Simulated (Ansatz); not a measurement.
Runs of Ansatz 0.2.0 on HfC. Symmetry: Fm-3m, No. 225, cubic system. Conventional cell: a = 4.650 Å, b = 4.650 Å, c = 4.650 Å, α = 90.00°, β = 90.00°, γ = 90.00°. Around Hf (site symmetry m-3m) lie 6 C at 2.33 Å. C (site symmetry m-3m) is surrounded by 6 Hf at 2.33 Å. 

| task | level | U | cell | k mesh | cutoff (eV) | smearing | gap on the mesh (eV) | pressure (GPa) | relaxed volume (Å³/atom) |
| --- | --- | --- | --- | --- | --- | --- | --- | --- | --- |
| relaxation of cell and atoms | RPBE+D4+U | Hf d U = 3 eV | relaxed | 10 × 10 × 10 | - | tetrahedron | none | 0.0 | 12.68 |
| relaxation of cell and atoms | PBEsol | - | relaxed | 10 × 10 × 10 | - | fermi-dirac 0.05 eV | - | 0.0 | 12.23 |
| relaxation of cell and atoms | BLYP | - | relaxed | 10 × 10 × 10 | - | fermi-dirac 0.05 eV | - | 0.0 | 12.99 |
| phonons | PBEsol | - | as given | 7 × 7 × 7 | 324 | fermi-dirac 0.05 eV | none | - | - |
| relaxation of cell and atoms | BLYP+D4 | - | relaxed | 10 × 10 × 10 | - | fermi-dirac 0.05 eV | - | 0.0 | (a) |

Alike in all rows: potentials or basis all-electron LAPW, scalar-relativistic; no spin polarisation; basis error allowed 0.001 eV/atom.

Q: Fill in the values left out.

A: (a) 12.60.

Caveats: U is the effective U less J, on atomic orbitals that reach past the spheres (some runs); U without spin polarisation on a metal has little footing (some runs); pairwise dispersion overbinds metals, which lowers pressure and volume (some runs); the U is typed as a test and isn't derived for this compound (some runs); with tetrahedron occupations forces and stress needn't match the slope of the energy (some runs); the k mesh is thin for a metal, which can move the energy by tens of meV per atom (some runs); a metal's response needs a denser mesh (some runs).

A k mesh can miss the band edges, and the runs leave out spin-orbit coupling on Hf.

A gap of «none» marks a metal or a gap under the smearing width.

Runs at the PBE level aren't shown here.
